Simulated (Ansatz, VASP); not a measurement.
## One calculation of Mo, two programs

INCAR

```
  ALGO = Normal
  EDIFF = 1E-6
  ENCUT = 520
  GGA = PE
  ISIF = 2
  ISMEAR = 0
  LASPH = T
  LCHARG = F
  LREAL = F
  LWAVE = F
  NBANDS = 13
  NELM = 60
  PREC = Accurate
  SIGMA = 0.15
```

KPOINTS

```
k-points
0
Gamma
  21 21 18
```

File POSCAR:

```
Mo
1.0
    2.8175757091      0.0000000000      0.0000000000
   -1.4087878546      2.4400921412      0.0000000000
    0.0000000000      0.0000000000      2.6318361210
Mo
1
Direct
    0.0000000000      0.0000000000      0.5000000000
```

Input for Ansatz:

```yaml
crystal:
  lattice:
    - [2.8175757091, 0.0, 0.0]
    - [-1.4087878546, 2.4400921412, 0.0]
    - [0.0, 0.0, 2.631836121]
  atoms:
    - { symbol: Mo, position: [0.0, 0.0, 0.5] }
basis:
  ecutwfc: 420
kpoints:
  mp_grid: { grid: [21, 21, 18] }
hamiltonian:
  xc: pbe
scf:
  occupations: { method: gaussian, width: 0.15 }
output:
  forces: true
  stress: true
  eigenvalues: true
```

Change from the starting cell: strain +0.030 along x and y, +0.030 along z, atoms carried along.

Alike in both runs: task single point; functional PBE; k mesh 21 × 21 × 18; occupations gaussian, width 0.15 eV; no spin polarisation.

|  | VASP | Ansatz |
| --- | --- | --- |
| version | VASP 6.6.1 | Ansatz 0.2.0 |
| potentials or method | VASP PAW PBE potentials, release 64 (Mo_sv) | scalar-relativistic, plane waves, PAW |
| plane-wave cutoff (eV) | 520 | 420 |
| valence electrons in the cell | 14 | 14 |

```csv
,VASP,Ansatz,Ansatz less VASP
gap on the k mesh at the Fermi level (eV),none,none,-
pressure (GPa),-12.7,-13.0,-0.35
largest component of the traceless stress (GPa),3.61,3.67,+0.066
```

A gap of «none» marks a metal or a gap that the smearing closes. With one functional, cell and mesh, what is left measures potentials, basis and numerics.
